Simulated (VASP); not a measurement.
# W (Im-3m) in VASP: density of states with LDA

Aim: the density of states of W with LDA.

All numbers are computed with VASP 6.6.1; they aren't measurements. Logs are shortened: lines on timing, memory, paths and dates and some standing lists are left out, and cuts for length are marked.

### Step 1. Starting point

It takes space group Im-3m (No. 229, cubic). Conventional cell: a = 3.142 Å, b = 3.142 Å, c = 3.142 Å, α = 90.00°, β = 90.00°, γ = 90.00°. Around W (site symmetry m-3m) lie 8 W at 2.72 Å.

### Step 2. Density of states, LDA

POSCAR

```
W                                       
1.0
   -1.5710840752      1.5710840752      1.5710840752
    1.5710840752     -1.5710840752      1.5710840752
    1.5710840752      1.5710840752     -1.5710840752
  W             
     1
Direct
     0.0000000000000000    0.0000000000000000    0.0000000000000000
```

INCAR.step1

```
SYSTEM = W
PREC = Accurate
ENCUT = 350
EDIFF = 1E-7
ISMEAR = 0
SIGMA = 0.1
LREAL = .FALSE.
LASPH = .TRUE.
NELM = 100
ALGO = Fast
ISIF = 2
LWAVE = .FALSE.
LCHARG = .TRUE.
LMAXMIX = 4
GGA = CA
```

KPOINTS.step1

```
Automatic mesh
0
G
  10 10 10
  0 0 0
```

INCAR.step2

```
SYSTEM = W
PREC = Accurate
ENCUT = 350
EDIFF = 1E-7
ISMEAR = -5
SIGMA = 0.1
LREAL = .FALSE.
LASPH = .TRUE.
NELM = 100
ALGO = Fast
ISIF = 2
LWAVE = .FALSE.
LCHARG = .FALSE.
LMAXMIX = 4
GGA = CA
LORBIT = 10
NEDOS = 1001
ICHARG = 11
```

KPOINTS.step2

```
Automatic mesh
0
G
  15 15 15
  0 0 0
```

Potentials or basis: VASP PAW LDA potentials, release 64 (W_sv).

Run with:

```console
$ cat potpaw_LDA.64/W_sv/POTCAR > POTCAR
$ cp INCAR.step1 INCAR
$ cp KPOINTS.step1 KPOINTS
$ mpirun -np 1 vasp_std > vasp.out
$ cp INCAR.step2 INCAR
$ cp KPOINTS.step2 KPOINTS
$ mpirun -np 1 vasp_std > vasp.out
```

OUTCAR:

```text
SYSTEM = W
   PREC = Accurate
   ENCUT = 350
   EDIFF = 1E-7
   ISMEAR = -5
   LREAL = .FALSE.
   LASPH = .TRUE.
   NELM = 100
   ISIF = 2
   GGA = CA
   LORBIT = 10
   ICHARG = 11

 ion  position               nearest neighbor table
   1  0.000  0.000  0.000-

  LATTYP: Found a body centered cubic cell.
 ALAT       =     3.1421681504

  Lattice vectors:

 A1 = (  -1.5710840752,   1.5710840752,   1.5710840752)
 A2 = (   1.5710840752,  -1.5710840752,   1.5710840752)
 A3 = (   1.5710840752,   1.5710840752,  -1.5710840752)

Analysis of symmetry for initial positions (statically):
=====================================================================
 Subroutine PRICEL returns:
 Original cell was already a primitive cell.

 Routine SETGRP: Setting up the symmetry group for a
 body centered cubic supercell.

 Subroutine GETGRP returns: Found 48 space group operations
 (whereof 48 operations were pure point group operations)
 out of a pool of 48 trial point group operations.

The static configuration has the point symmetry O_h .

Analysis of symmetry for dynamics (positions and initial velocities):
=====================================================================
 Subroutine PRICEL returns:
 Original cell was already a primitive cell.

 Routine SETGRP: Setting up the symmetry group for a
 body centered cubic supercell.

 Subroutine GETGRP returns: Found 48 space group operations
 (whereof 48 operations were pure point group operations)
 out of a pool of 48 trial point group operations.

The dynamic configuration has the point symmetry O_h .

 Subroutine INISYM returns: Found 48 space group operations
 (whereof 48 operations are pure point group operations),
 and found     1 'primitive' translations

----------------------------------------------------------------------------------------

                                     Primitive cell

  volume of cell :      15.5117

  direct lattice vectors                    reciprocal lattice vectors
    -1.571084075  1.571084075  1.571084075     0.000000000  0.318251587  0.318251587
     1.571084075 -1.571084075  1.571084075     0.318251587  0.000000000  0.318251587
     1.571084075  1.571084075 -1.571084075     0.318251587  0.318251587  0.000000000

  length of vectors
     2.721197441  2.721197441  2.721197441     0.450075710  0.450075710  0.450075710

  position of ions in fractional coordinates (direct lattice)
     0.000000000  0.000000000  0.000000000

  ion indices of the primitive-cell ions
   primitive index   ion index
                 1           1

----------------------------------------------------------------------------------------

 KPOINTS: Automatic mesh

Automatic generation of k-mesh.
 Grid dimensions read from file:
 generate k-points for:   15   15   15

 Generating k-lattice:

  Cartesian coordinates                     Fractional coordinates (reciprocal lattice)
     0.000000000  0.021216772  0.021216772     0.066666667  0.000000000  0.000000000
     0.021216772  0.000000000  0.021216772     0.000000000  0.066666667  0.000000000
     0.021216772  0.021216772  0.000000000     0.000000000  0.000000000  0.066666667

  Length of vectors
     0.030005047  0.030005047  0.030005047

  Shift w.r.t. Gamma in fractional coordinates (k-lattice)
     0.000000000  0.000000000  0.000000000

 TETIRR: Found   3891 inequivalent tetrahedra from    20250

 Subroutine IBZKPT returns following result:
 ===========================================

 Found    120 irreducible k-points:

 Following reciprocal coordinates:
            Coordinates               Weight
  0.000000  0.000000  0.000000      1.000000
  0.066667  0.000000  0.000000     12.000000
  0.133333  0.000000  0.000000     12.000000
  0.200000  0.000000  0.000000     12.000000
  0.266667  0.000000  0.000000     12.000000
  0.333333  0.000000  0.000000     12.000000
[... 16 lines left out ...]
  0.333333  0.200000  0.000000     48.000000
  0.400000  0.200000 -0.000000     24.000000
 [... further k-points ...]
   k-points           NKPTS =    120   k-points in BZ     NKDIM =    120   number of bands    NBANDS=     11
   number of dos      NEDOS =   1001   number of ions     NIONS =      1
   total plane-waves  NPLWV =   5832
   dimension x,y,z NGX =    18 NGY =   18 NGZ =   18
   dimension x,y,z NGXF=    36 NGYF=   36 NGZF=   36
   ions per type =               1
   NGX,Y,Z   is equivalent  to a cutoff of  11.00, 11.00, 11.00 a.u.
   NGXF,Y,Z  is equivalent  to a cutoff of  21.99, 21.99, 21.99 a.u.
 SYSTEM =  W
   PREC   = accura    normal or accurate (medium, high low for compatibility)
   ISTART =      0    job   : 0-new  1-cont  2-samecut
   ICHARG =     11    charge: 1-file 2-atom 10-const
   ISPIN  =      1    spin polarized calculation?
   LNONCOLLINEAR =      F non collinear calculations
   LSORBIT =      F    spin-orbit coupling
   LASPH  =      T    aspherical Exc in radial PAW
   ENCUT  =  350.0 eV  25.72 Ry    5.07 a.u.   4.15  4.15  4.15*2*pi/ulx,y,z
   NELM   =    100;   NELMIN=  2; NELMDL=  0     # of ELM steps
   EDIFF  = 0.1E-06   stopping-criterion for ELM
   LREAL  =      F    real-space projection
   EDIFFG = 0.1E-05   stopping-criterion for IOM
   NSW    =      0    number of steps for IOM
   IBRION =     -1    ionic relax: 0-MD 1-quasi-New 2-CG
   NFREE  =      0    steps in history (QN), initial steepest desc. (CG)
   ISIF   =      2    stress and relaxation
   ISYM   =      2    0-nonsym 1-usesym 2-fastsym
   POTIM  = 0.5000    time-step for ionic-motion
   TEBEG  =    0.0;   TEEND  =   0.0 temperature during run
   PSTRESS=    0.0 pullay stress
   NELECT =      14.0000    total number of electrons
   NUPDOWN=      -1.0000    fix difference up-down
   EMIN   =  10.00;   EMAX   =-10.00  energy-range for DOS
   EFERMI =   0.00;   METHOD = LEGACY
   ISMEAR =    -5;   SIGMA  =   0.10  broadening in eV -4-tet -1-fermi 0-gaus
   EFERMI_NEDOS =   21; number of points for ismear=-14 and -15
   IALGO  =     68    algorithm
   IMIX   =      4    mixing-type and parameters
     AMIX     =   0.40;   BMIX     =  1.00
     AMIX_MAG =   1.60;   BMIX_MAG =  1.00
  volume/ion in A,a.u.               =      15.51       104.68
  Fermi-wavevector in a.u.,A,eV,Ry     =   1.582091  2.989718 34.055538  2.503011
  Thomas-Fermi vector in A             =   2.682067
   LORBIT       =     10    0 simple, 1 ext, 2 COOP (PROOUT), +10 PAW based schemes
   GGA     = CA    functional components
   LHFCALC =     F    Hartree Fock is set to
   AEXX    =    0.0000 exact exchange contribution
   IVDW    =     0    specifies the selected vdW correction
   LEPSILON=     F    determine dielectric tensor
   LRPA    =     F    only Hartree local field effects (RPA)
 non-spin polarized calculation
 RMM-DIIS sequential band-by-band and
 Fermi weights with tetrahedron method with Bloechl corrections
  energy-cutoff  :      350.00
  volume of cell :       15.51
 maximum number of plane-waves:       241
 NGX is ok and might be reduce to    18

 number of electron      14.0000008 magnetization

 Free energy of the ion-electron system (eV)
  ---------------------------------------------------
  ext. energy  EPLUGINS =         0.00000000
  ---------------------------------------------------
  free energy    TOTEN  =       -14.10381621 eV

  energy without entropy =      -14.10381621  energy(sigma->0) =      -14.10381621

 E-fermi :  11.6721     XC(G=0): -13.9552

 val. band max:       11.6740438948   @ k =   0.4000   0.0667   0.0667
 cond. band min:      11.6710900978   @ k =  -0.1333   0.1333   0.1333
 fundamental gap:     -0.0029537971
 Fermi energy:        11.6721131172

 k-point     1 :       0.0000    0.0000    0.0000
  band No.  band energies     occupation
      1     -62.1076      2.00000
      2     -25.8795      2.00000
      3     -25.8795      2.00000
      4     -25.8795      2.00000
      5       1.9758      2.00000
      6      10.3246      2.00000
      7      10.3246      2.00000
      8      10.3246      2.00000
      9      13.8691      0.00000
     10      13.8691      0.00000
     11      26.2647      0.00000

 k-point     2 :       0.0667    0.0000    0.0000
  band No.  band energies     occupation
      1     -62.1010      2.00000
      2     -25.9456      2.00000
      3     -25.9000      2.00000
      4     -25.8799      2.00000
      5       2.1977      2.00000
      6      10.1906      2.00000
      7      10.2947      2.00000
      8      10.5390      2.00461
      9      13.6570      0.00000
     10      13.8705      0.00000
     11      26.4838      0.00000

 k-point     3 :       0.1333    0.0000    0.0000
  band No.  band energies     occupation
      1     -62.0825      2.00000
      2     -26.1295      2.00000
      3     -25.9575      2.00000
      4     -25.8810      2.00000
      5       2.8247      2.00000
      6       9.8331      2.00000
      7      10.1536      2.00000
      8      11.1720      1.96038
      9      13.2729      0.00000
     10      13.8900      0.00000
     11      26.8853      0.00000
[... 267 lines left out ...]
 k-point    23 :       0.3333    0.2000    0.0000
  band No.  band energies     occupation
      1     -61.9486      2.00000
      2     -27.0951      2.00000
      3     -26.4993      2.00000
      4     -26.0216      2.00000
      5       6.4852      2.00000
      6       8.2638      2.00000
      7      10.0368      2.00000
      8      13.5985      0.00000
      9      14.9378      0.00000
     10      19.5044      0.00000
     11      22.0441      0.00000

 k-point    24 :       0.4000    0.2000   -0.0000
  band No.  band energies     occupation
      1     -61.9433      2.00000
      2     -27.1175      2.00000
      3     -26.5377      2.00000
      4     -26.0244      2.00000
      5       6.4600      2.00000
      6       8.2428      2.00000
      7      10.3276      2.00217
      8      13.6431      0.00000
      9      15.1483      0.00000
     10      20.2724      0.00000
     11      21.2468      0.00000

 [... further k-points ...]

------------------------ aborting loop because EDIFF is reached ----------------------------------------

  FORCE on cell =-STRESS in cart. coord.  units (eV):
  Direction    XX          YY          ZZ          XY          YZ          ZX
  --------------------------------------------------------------------------------------
  -------------------------------------------------------------------------------------
  Total        0.0540694      0.0540694      0.0540694      0.0000000      0.0000000      0.0000000
  in kB        5.5847561      5.5847561      5.5847561      0.0000000      0.0000000      0.0000000
  external PRESSURE =       5.5847561 kB  Pullay stress =       0.0000000 kB

 VOLUME and BASIS-vectors are now :
 -----------------------------------------------------------------------------
  energy-cutoff  :      350.00
  volume of cell :       15.51
      direct lattice vectors                 reciprocal lattice vectors
    -1.571084075  1.571084075  1.571084075     0.000000000  0.318251587  0.318251587
     1.571084075 -1.571084075  1.571084075     0.318251587  0.000000000  0.318251587
     1.571084075  1.571084075 -1.571084075     0.318251587  0.318251587  0.000000000

 POSITION                                       TOTAL-FORCE (eV/Angst)
 -----------------------------------------------------------------------------------
      0.00000      0.00000      0.00000         0.000000      0.000000      0.000000
 -----------------------------------------------------------------------------------
    total drift:                                0.000000     -0.000000      0.000000

  FREE ENERGIE OF THE ION-ELECTRON SYSTEM (eV)
  ---------------------------------------------------
  free  energy   TOTEN  =       -14.1038162066 eV

  energy  without entropy=      -14.1038162066  energy(sigma->0) =      -14.10381621

 total charge

# of ion       s       p       d       tot
------------------------------------------
    1        2.411   6.351   3.414  12.176
```

Run time: 20 s. Hardware: 1 thread of Intel Xeon Platinum 8259CL at 2.50GHz (Skylake/Cascade Lake), shared host; peak memory 0.12 GiB.

Results:

```
Valence electrons inside the program's atomic spheres : W 12.18
```

Levels at points of the mesh, in eV from the Fermi level:
```csv
k point,band 5,band 6,band 7,band 8,band 9,band 10
"(0.00, 0.00, 0.00)",-9.70,-1.35,-1.35,-1.35,2.20,2.20
```

States per cell in windows of 0.5 eV (zero at the Fermi level; states under -8 eV left out):
| from (eV) | total | W1_d | W1_p | W1_s |
| --- | --- | --- | --- | --- |
| -8.0 | 0.05 | 0.00 | 0.00 | 0.02 |
| -7.5 | 0.07 | 0.00 | 0.00 | 0.03 |
| -7.0 | 0.10 | 0.01 | 0.01 | 0.03 |
| -6.5 | 0.27 | 0.09 | 0.01 | 0.06 |
| -6.0 | 0.37 | 0.16 | 0.02 | 0.07 |
| -5.5 | 0.46 | 0.23 | 0.02 | 0.06 |
| -5.0 | 0.55 | 0.30 | 0.03 | 0.05 |
| -4.5 | 0.23 | 0.13 | 0.01 | 0.01 |
| -4.0 | 0.35 | 0.24 | 0.02 | 0.00 |
| -3.5 | 0.99 | 0.69 | 0.06 | 0.00 |
| -3.0 | 0.48 | 0.33 | 0.03 | 0.01 |
| -2.5 | 0.70 | 0.44 | 0.07 | 0.01 |
| -2.0 | 0.71 | 0.45 | 0.07 | 0.01 |
| -1.5 | 0.29 | 0.16 | 0.04 | 0.01 |
| -1.0 | 0.18 | 0.10 | 0.03 | 0.00 |
| -0.5 | 0.19 | 0.12 | 0.02 | 0.00 |
| 0.0 | 0.28 | 0.20 | 0.02 | 0.00 |
| 0.5 | 0.37 | 0.28 | 0.01 | 0.01 |
| 1.0 | 0.48 | 0.38 | 0.01 | 0.01 |
| 1.5 | 0.53 | 0.44 | 0.01 | 0.01 |
| 2.0 | 0.56 | 0.48 | 0.01 | 0.01 |
| 2.5 | 0.62 | 0.54 | 0.01 | 0.01 |
| 3.0 | 1.00 | 0.87 | 0.02 | 0.02 |
| 3.5 | 0.37 | 0.29 | 0.02 | 0.02 |
| 4.0 | 0.28 | 0.21 | 0.02 | 0.01 |
| 4.5 | 0.24 | 0.18 | 0.02 | 0.01 |
| 5.0 | 0.18 | 0.14 | 0.02 | 0.01 |
| 5.5 | 0.13 | 0.09 | 0.01 | 0.01 |
| 6.0 | 0.17 | 0.12 | 0.02 | 0.01 |
| 6.5 | 0.15 | 0.10 | 0.02 | 0.01 |
| 7.0 | 0.15 | 0.08 | 0.03 | 0.02 |
| 7.5 | 0.16 | 0.08 | 0.03 | 0.03 |

Caveat: tetrahedron occupations give inexact forces and stress in metals.
